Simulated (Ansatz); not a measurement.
**V (fcc): energy against volume**

All numbers below come from DFT, RPBE, plane waves (420 eV) with PAW, scalar-relativistic (Ansatz 0.2.0). (PAW data from PBE, frozen cores regenerated.)

The cell is scaled uniformly from the relaxed one, with fractional coordinates and shape fixed. Energies are extrapolated to zero smearing, pressures are those at the given smearing. Magnetic state: spin not included.

A Birch-Murnaghan fit gives V₀ = 14.23 Å³/atom, B₀ = 167 GPa, B₀′ = 3.9.

(1) What are the energy above the minimum and the pressure at 13.689 Å³/atom?

(2) What are the energy above the minimum and the pressure at 15.400 Å³/atom?

(3) What are the energy above the minimum and the pressure at 15.970 Å³/atom?

Results:

(1) 11.3 meV/atom and 7.27 GPa as computed.

(2) 44.1 meV/atom and -10.93 GPa as computed.

(3) 91.7 meV/atom and -14.94 GPa as computed.
